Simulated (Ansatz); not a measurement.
# I: the cost of one run

Method: DFT PBE, scalar-relativistic, plane waves, PAW, in Ansatz 0.2.0.

## Step 1: The starting structure

It takes space group Pm-3n (No. 223, cubic). Conventional cell: a = 7.135 Å, b = 7.135 Å, c = 7.135 Å, α = 90.00°, β = 90.00°, γ = 90.00°. I (site symmetry m-3) is surrounded by 12 I at 3.99 Å. I (site symmetry -4m2) is surrounded by 6 I at 3.57 to 3.99 Å.

Coordinates:

```xyz
8
Lattice="7.1354 0.0000 0.0000 0.0000 7.1354 0.0000 0.0000 0.0000 7.1354" Properties=species:S:1:pos:R:3 pbc="T T T"
I     3.5677    3.5677    3.5677
I     0.0000    0.0000    0.0000
I     1.7838    0.0000    3.5677
I     3.5677    1.7838    0.0000
I     3.5677    5.3515    0.0000
I     5.3515    0.0000    3.5677
I     0.0000    3.5677    5.3515
I     0.0000    3.5677    1.7838
```

This is candidate A: beta-tungsten (A15) type (Pm-3n, No. 223).

(A quick probe on a coarse mesh, which set the mesh and smearing, is not shown.)

## Step 3: The relaxation (candidate A)

Input file input.yaml:

```yaml
crystal:
  lattice:
    - [7.135370161, 0.0, 0.0]
    - [0.0, 7.135370161, 0.0]
    - [0.0, 0.0, 7.135370161]
  atoms:
    - { symbol: I, position: [0.5, 0.5, 0.5] }
    - { symbol: I, position: [0.0, 0.0, 0.0] }
    - { symbol: I, position: [0.25, 0.0, 0.5] }
    - { symbol: I, position: [0.5, 0.25, 0.0] }
    - { symbol: I, position: [0.5, 0.75, 0.0] }
    - { symbol: I, position: [0.75, 0.0, 0.5] }
    - { symbol: I, position: [0.0, 0.5, 0.75] }
    - { symbol: I, position: [0.0, 0.5, 0.25] }
basis:
  ecutwfc: 420
kpoints:
  mp_grid: { grid: [6, 6, 6] }
hamiltonian:
  xc: pbe
scf:
  occupations: { method: gaussian, width: 0.1 }
output:
  forces: true
  stress: true
  eigenvalues: true
relax:
  adjacent_minimum: "off"
  f_tol: 0.01
  max_steps: 80
  cell: { stress_tol: 0.05 }
```

What time and memory should one allow on 1 thread of an x86-64 CPU, shared host?

About 87 s, with a peak of 0.83 GiB.
